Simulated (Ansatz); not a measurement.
# Ge: the cost of one run

Method: DFT r2SCAN, scalar-relativistic, plane waves, PAW, in Ansatz 0.2.0.

### 1 Starting point

Symmetry: P4_32_12, No. 96, tetragonal system. Conventional cell: a = 5.937 Å, b = 5.937 Å, c = 7.081 Å, α = 90.00°, β = 90.00°, γ = 90.00°. Around Ge (site symmetry 2) lie 4 Ge at 2.48 Å. Around Ge (site symmetry 1) lie 4 Ge at 2.48 to 2.51 Å.

As a file:

```cif
data_structure
_symmetry_space_group_name_H-M 'P 1'
_symmetry_Int_Tables_number 1
_cell_length_a 5.9372
_cell_length_b 5.9372
_cell_length_c 7.0807
_cell_angle_alpha 90.000
_cell_angle_beta 90.000
_cell_angle_gamma 90.000
_cell_volume 249.60
loop_
_atom_site_label
_atom_site_type_symbol
_atom_site_fract_x
_atom_site_fract_y
_atom_site_fract_z
_atom_site_occupancy
Ge1 Ge 0.08560 0.08560 0.00000 1
Ge2 Ge 0.41440 0.58560 0.75000 1
Ge3 Ge 0.58560 0.41440 0.25000 1
Ge4 Ge 0.91440 0.91440 0.50000 1
Ge5 Ge 0.16944 0.37210 0.24544 1
Ge6 Ge 0.12790 0.66944 0.99544 1
Ge7 Ge 0.87210 0.33056 0.49544 1
Ge8 Ge 0.66944 0.12790 0.00456 1
Ge9 Ge 0.33056 0.87210 0.50456 1
Ge10 Ge 0.83056 0.62790 0.74544 1
Ge11 Ge 0.37210 0.16944 0.75456 1
Ge12 Ge 0.62790 0.83056 0.25456 1
```

(A quick probe on a coarse mesh, which set the mesh and smearing, is not shown.)

### 3 Relaxing cell and atoms

File input.yaml:

```yaml
crystal:
  lattice:
    - [5.93720866, 0.0, 0.0]
    - [0.0, 5.93720866, 0.0]
    - [0.0, 0.0, 7.080653]
  atoms:
    - { symbol: Ge, position: [0.08560357, 0.08560357, 0.0] }
    - { symbol: Ge, position: [0.41439643, 0.58560357, 0.75] }
    - { symbol: Ge, position: [0.58560357, 0.41439643, 0.25] }
    - { symbol: Ge, position: [0.91439643, 0.91439643, 0.5] }
    - { symbol: Ge, position: [0.1694391, 0.37209594, 0.24543624] }
    - { symbol: Ge, position: [0.12790406, 0.6694391, 0.99543624] }
    - { symbol: Ge, position: [0.87209594, 0.3305609, 0.49543624] }
    - { symbol: Ge, position: [0.6694391, 0.12790406, 0.00456376] }
    - { symbol: Ge, position: [0.3305609, 0.87209594, 0.50456376] }
    - { symbol: Ge, position: [0.8305609, 0.62790406, 0.74543624] }
    - { symbol: Ge, position: [0.37209594, 0.1694391, 0.75456376] }
    - { symbol: Ge, position: [0.62790406, 0.8305609, 0.25456376] }
basis:
  ecutwfc: 500
kpoints:
  mp_grid: { grid: [6, 6, 4] }
hamiltonian:
  xc: r2scan
scf:
  occupations: { method: gaussian, width: 0.02 }
output:
  forces: true
  stress: true
  eigenvalues: true
relax:
  adjacent_minimum: "off"
  f_tol: 0.01
  max_steps: 80
  cell: { stress_tol: 0.05 }
```

What time and memory should one allow on 4 threads of an x86-64 CPU, shared host?

About 62 s, with a peak of 1.7 GiB.
